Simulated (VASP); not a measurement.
A run of VASP 6.6.1:

Contents of INCAR:

```
ALGO = Fast ; EDIFF = 1E-6
ENCUT = 520 ; GGA = PE
ISIF = 2 ; ISMEAR = -1
LASPH = True ; LCHARG = True
LELF = True ; LREAL = Auto
LVHAR = True ; LWAVE = False
NBANDS = 71 ; NELM = 100
PREC = Accurate ; SIGMA = 0.02
```

KPOINTS

```
k-points
0
Gamma
  1 1 1
```

Contents of POSCAR:

```
H24CO11
1.0
    7.1595990000      0.0000000000      0.0000000000
    0.0000000000      7.1595990000      0.0000000000
    0.0000000000      0.0000000000      7.1595990000
O H C
11 24 1
Direct
    0.4480558199      0.6604420164      0.1896335256
    0.7368708778      0.3540421747      0.2837449416
    0.0253086800      0.4200793927      0.1563216040
   -0.0535365179      0.1348818558      0.5382983041
    0.0765964686      0.5180038714      0.7211437400
    0.3152830207      0.4560869959      0.4390329682
    0.8937651396      0.1602464049      0.8887369251
    0.4333063905      0.6493659771      0.8283424812
    0.4903207568      1.0330606505      0.9436282674
    0.8597129532      0.6819376337      0.4655288655
    0.4671211335      0.1148807356      0.5081569512
    0.4839237505      0.7751272103      0.1555813391
    0.5051539898      0.6192525587      0.0608972653
    0.8610258759      0.3613051513      0.1883066356
    0.6208587939      0.3802726940      0.2178194617
    0.1571736071      0.4131236959      0.2150539437
    0.0140929681      0.4868987774      0.0410218505
   -0.1700653905      0.2100955654      0.4768423483
    0.0642354411      0.1965473206      0.4989804597
    0.1397703978      0.4796777026      0.6024080399
   -0.0443879608      0.5577966029      0.6543941916
    0.3695598036      0.3745880181      0.5222638866
    0.4137661900      0.5432147806      0.3806358429
    1.0004191576      0.2032376394      0.9435304966
    0.9041847176      0.2009889101      0.7596375160
    0.3016230378      0.6218784041      0.8406057378
    0.4659339161      0.6154255287      0.6897313662
    0.6136516864      1.0096375509      0.8765435047
    0.4261551520      0.9106794948      0.9321052757
    0.8427008272      0.8105481885      0.4416029445
    0.8235237756      0.6257054341      0.3513045912
    0.3478826119     -0.1399380049      0.4229845834
    0.5605341863      0.1570618690      0.4195905385
    0.2155986669      0.0374462313      0.4848874916
    0.3216381253      0.0363288503      0.2354321799
    0.3357171261      0.0110201703      0.3977317724
```

Potentials or basis: VASP PAW PBE potentials, release 64 (O, H, C).

Launch:

```console
$ cat potpaw_PBE.64/O/POTCAR potpaw_PBE.64/H/POTCAR potpaw_PBE.64/C/POTCAR > POTCAR
$ mpirun -np 1 vasp_gam > vasp.out
```

Hardware: 1 thread of Intel(R) Xeon(R) 6975P-C (Granite Rapids), with other jobs on the host.

Task: Estimate the wall time of this run.

Result: Run time: 34 s on 1 thread of Intel(R) Xeon(R) 6975P-C (Granite Rapids) (shared host), peak memory 0.38 GiB. Counts: scf iterations 16, k points 1.
